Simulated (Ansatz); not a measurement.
## Response to strain in CaSe

The reference is CaSe in the rock salt structure (space group Fm-3m, No. 225; a = 5.8685 Å). Axes: x, y, z lie along the cube axes.

Strains are applied to the cell and any free atomic positions relax; under biaxial strain the out-of-plane vector relaxes too.

Computed with PBEsol (Ansatz, an electronic-structure program; PAW; 420 eV plane waves; no spin-orbit coupling).

Notes on the quantities. energy relative to the base: free energy F; in-plane stress: mean in-plane stress (compression positive).

| case | gap character | energy relative to the base | band gap | in-plane stress |
|---|---|---|---|---|
| base | – | 0 meV/atom | 1.88 eV | – |
| biaxial strain −3.00 %, plane normal [001], relaxed out of plane | indirect, Γ → X | +21 meV/atom | 1.72 eV | +4.8 GPa |
| biaxial strain −2.50 %, plane normal [001], relaxed out of plane | indirect, Γ → X | +14 meV/atom | 1.75 eV | +3.9 GPa |
| biaxial strain −2.00 %, plane normal [001], relaxed out of plane | indirect, Γ → X | ? | 1.78 eV | ? |
| biaxial strain −1.50 %, plane normal [001], relaxed out of plane | indirect, Γ → X | +4.9 meV/atom | 1.80 eV | +2.2 GPa |
| biaxial strain −1.00 %, plane normal [001], relaxed out of plane | indirect, Γ → X | ? | 1.83 eV | +1.4 GPa |
| biaxial strain −0.50 %, plane normal [001], relaxed out of plane | indirect, Γ → X | +0.5 meV/atom | 1.85 eV | +0.7 GPa |
| biaxial strain +0.50 %, plane normal [001], relaxed out of plane | indirect, Γ → M | +0.5 meV/atom | 1.90 eV | -0.6 GPa |
| biaxial strain +2.00 %, plane normal [001], relaxed out of plane | indirect, Γ → M | +7.7 meV/atom | 1.95 eV | -2.3 GPa |
| biaxial strain +3.00 %, plane normal [001], relaxed out of plane | indirect, Γ → M | +17 meV/atom | ? | -3.2 GPa |

Question: Fill in the withheld entries from the trend.

Answer: 
- biaxial strain −2.00 %, plane normal [001], relaxed out of plane, energy relative to the base: +8.9 meV/atom
- biaxial strain −2.00 %, plane normal [001], relaxed out of plane, in-plane stress: +3.0 GPa
- biaxial strain −1.00 %, plane normal [001], relaxed out of plane, energy relative to the base: +2.1 meV/atom
- biaxial strain +3.00 %, plane normal [001], relaxed out of plane, band gap: 1.98 eV

Stability against distortions was not tested. k-point labels follow each cell's own Brillouin zone.
